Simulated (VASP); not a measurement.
A run of VASP 6.6.1 is set up as follows.

Contents of POSCAR:

```
TiO2
1.0
    4.5998373239      0.0000000000      0.0000000000
    0.0000000000      4.5998373239      0.0000000000
    0.0000000000      0.0000000000      2.9592135600
Ti O
2 4
Direct
    0.0000000000      0.0000000000      0.5000000000
    0.5000000000      0.5000000000      0.0000000000
    0.3043213200      0.3043213200      0.5000000000
    0.1956786800      0.8043213200      0.0000000000
    0.8043213200      0.1956786800      0.0000000000
    0.6956786800      0.6956786800      0.5000000000
```

The input INCAR.step1:

```
PREC = Accurate
ENCUT = 520
EDIFF = 1E-6
ISMEAR = -1
SIGMA = 0.05
LREAL = False
LASPH = True
NELM = 80
ALGO = Normal
ISIF = 2
LWAVE = False
LCHARG = True
LMAXMIX = 4
GGA = B5
ALDAX = 1.0
AGGAX = 1.0
AGGAC = 1.0
ALDAC = 0.0
```

The input KPOINTS.step1:

```
regular mesh
0
Gamma
  6 6 9
```

INCAR.step2

```
PREC = Accurate
ENCUT = 520
EDIFF = 1E-6
ISMEAR = 0
SIGMA = 0.05
LREAL = False
LASPH = True
NELM = 80
ALGO = Normal
ISIF = 2
LWAVE = False
LCHARG = False
LMAXMIX = 4
GGA = B5
ALDAX = 1.0
AGGAX = 1.0
AGGAC = 1.0
ALDAC = 0.0
ICHARG = 11
```

The input KPOINTS.step2:

```
path GXMGZRAZ,XR,MA
15
line-mode
reciprocal
 0.0000000000  0.0000000000  0.0000000000  G
 0.0000000000  0.5000000000  0.0000000000  X

 0.0000000000  0.5000000000  0.0000000000  X
 0.5000000000  0.5000000000  0.0000000000  M

 0.5000000000  0.5000000000  0.0000000000  M
 0.0000000000  0.0000000000  0.0000000000  G

 0.0000000000  0.0000000000  0.0000000000  G
 0.0000000000  0.0000000000  0.5000000000  Z

 0.0000000000  0.0000000000  0.5000000000  Z
 0.0000000000  0.5000000000  0.5000000000  R

 0.0000000000  0.5000000000  0.5000000000  R
 0.5000000000  0.5000000000  0.5000000000  A

 0.5000000000  0.5000000000  0.5000000000  A
 0.0000000000  0.0000000000  0.5000000000  Z

 0.0000000000  0.5000000000  0.0000000000  X
 0.0000000000  0.5000000000  0.5000000000  R

 0.5000000000  0.5000000000  0.0000000000  M
 0.5000000000  0.5000000000  0.5000000000  A
```

Potentials or basis: VASP PAW PBE potentials, release 64 (Ti_sv, O).

The run is started by

```console
$ cat potpaw_PBE.64/Ti_sv/POTCAR potpaw_PBE.64/O/POTCAR > POTCAR
$ cp INCAR.step1 INCAR
$ cp KPOINTS.step1 KPOINTS
$ mpirun -np 1 vasp_std > vasp.out
$ cp INCAR.step2 INCAR
$ cp KPOINTS.step2 KPOINTS
$ mpirun -np 1 vasp_std > vasp.out
```

(1) What does it give for the band gap on the k mesh?

(2) What does it give for the band gap along the path?

## Answers

(1) 1.83 eV, direct.

(2) 1.83 eV, direct.

Caveat: the log is that of the step along the path at fixed density, whose energy, stress, charges and moments have no meaning.

**Measured values to compare with.**

From “Shallow Valence Band of Rutile GeO2 and P-type Doping”, 2020, arxiv:2011.08928, for a bulk crystal of TiO2 at 1.6 K: band gap 3.03 eV (direct).

Against the measured gap of TiO2, 3.03 eV (direct; 1.6 K; quoted in “Shallow Valence Band of Rutile GeO2 and P-type Doping”, 2020, arxiv:2011.08928), the calculated 1.83 eV is off by -1.20 eV. 2 values of this kind are on record in papers (3.03 to 3.05 eV); this one was drawn at random among those near their median. The value is that of BLYP, without temperature or zero-point motion. Semilocal functionals fall short of measured gaps as a rule. The cell is a database's relaxed one, not the measured one, which moves gaps too.
